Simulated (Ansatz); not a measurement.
## La2O3 (P6/mmm) under strain

A 5-atom cell of La2O3 started from a crystallographic database, relaxed with r2SCAN in the plane-wave code Ansatz. Space group P6/mmm (No. 191), hexagonal; a = 6.355 Å, c = 3.279 Å in the conventional setting, 22.93 Å³ an atom. Around La lie 6 O at 2.46 Å; around O lie 4 La at 2.46 Å.

The axes x, y and z are those of this cell:
```
CELL_PARAMETERS angstrom
6.35459 0.00000 0.00000
-3.17730 5.50324 0.00000
0.00000 0.00000 3.27871
ATOMIC_POSITIONS crystal
La 0.33333 0.66667 0.50008
La 0.66667 0.33333 0.49992
O 0.50000 0.50000 0.00000
O 0.50000 0.00000 0.00000
O 0.00000 0.50000 0.00000
```

Unstrained: The PBE gap is indirect, 1.585 eV (A to Γ), below the direct gap of 2.058 eV at Γ. r2SCAN gives an indirect gap of 1.921 eV, from A to Γ; the least direct gap is 2.421 eV at Γ. With HSE06 the valence top lies at A and the conduction bottom at Γ, 2.814 eV higher; the smallest vertical gap, at Γ, is 3.279 eV. Meshes: PBE 6×6×8, r2SCAN 6×6×8, HSE06 6×6×4. Strains are changes of length per length, and xy shears are angles. After each strain the atoms were relaxed again with r2SCAN within the symmetry that the strain leaves, so tilts or polar shifts that break it weren't tested; points keep the names that they have in the unstrained zone. Calculated for a static, non-magnetic cell.

Changes of the least gap in eV (an overlap counts as a negative gap):
```tsv
strain	volume change (%)	space group	PBE	r2SCAN	HSE06	energy rise, r2SCAN (meV/atom)
epitaxial +5.99 % in the xy plane, free normal strain -1.76 %	+10.4	P6/mmm	+0.221	+0.258	+0.192	84.9
xy shear, engineering strain (angle) -5.83 %	-0.1	P2/m	+0.001	0.000	0.000	4.8
uniaxial -4.84 % along x	-4.8	Cmmm	-0.199	-0.218	-0.201	19.7
```

Epitaxial +5.99 % in the xy plane, free normal strain -1.76 %. HSE06: the gap goes from 2.814 to 3.006 eV (+0.192 eV). Stress change with r2SCAN, compression positive: xx -9.27, yy -9.27, zz +0.01 GPa.

Xy shear, engineering strain (angle) -5.83 %. HSE06: the gap goes from 2.814 to 2.814 eV (0.000 eV). Stress change with r2SCAN, compression positive: xx -0.11, yy -0.05, zz -0.10, xy +1.14 GPa.

Uniaxial -4.84 % along x, other directions held. HSE06: the gap goes from 2.814 to 2.613 eV (-0.201 eV). Stress change with r2SCAN, compression positive: xx +5.75, yy +4.14, zz +2.98 GPa.

The runs are scalar-relativistic, without spin-orbit coupling.

The meshes of the hybrids are coarse, so their gaps aren't converged to the digits shown.
